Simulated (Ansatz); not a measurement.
**PtSe3: from a trial structure to a relaxed crystal**

The calculation used Ansatz 0.2.0, DFT PBE, scalar-relativistic, plane waves, PAW. Cutoff 420 eV, Γ-centred k mesh, Gaussian smearing, no spin polarisation in the final step.

The start puts PtSe3 on the Cu3Au (L1_2) structure type (Pm-3m, No. 221), with Pt in place of Au, Se in place of Cu, at a guessed volume.

```
Pt Se
1.0
     4.50559    0.00000    0.00000
     0.00000    4.50559    0.00000
     0.00000    0.00000    4.50559
Pt Se
1 3
Direct
  0.00000 0.00000 0.00000
  0.00000 0.50000 0.50000
  0.50000 0.00000 0.50000
  0.50000 0.50000 0.00000
```

Cell and atoms relax at zero pressure; the relaxation can't lower the symmetry of the start. After a coarse first stage the cell is made exact in the group found at 0.06 Å.

Formation energies are uncorrected and refer to the elements' standard structures at the same level.

Question: What does it relax into?

Answer: It keeps Pm-3m (No. 221). The result has the Cu3Au (L1_2) structure. Conventional cell: a = 4.242 Å. Pt is coordinated by 12 Se at 3.00 Å; Se is coordinated by 4 Pt at 3.00 Å and 8 Se at 3.00 Å.

```xyz
4
Lattice="4.2415 0.0000 0.0000 0.0000 4.2415 0.0000 0.0000 0.0000 4.2415" Properties=species:S:1:pos:R:3 pbc="T T T"
Pt    0.0000    0.0000    0.0000
Se    0.0000    2.1208    2.1208
Se    2.1208    0.0000    2.1208
Se    2.1208    2.1208    0.0000
```

Question: What are its volume, energy, density and gap?

Answer: The volume per atom is 19.08 Å³ and the density is 9.40 g/cm³. The energy over the elements is 0.74 eV/atom and the gap on the 10×10×10 mesh is 0 eV (a metal).

The final run used a 10×10×10 mesh on its 4-atom cell and 0.10 eV smearing. The k mesh leaves about 4 meV/atom of noise in metals. Spin–orbit coupling is left out. A structure relaxed within its symmetry needn't be a true minimum. The steps took about 40 core-seconds in all.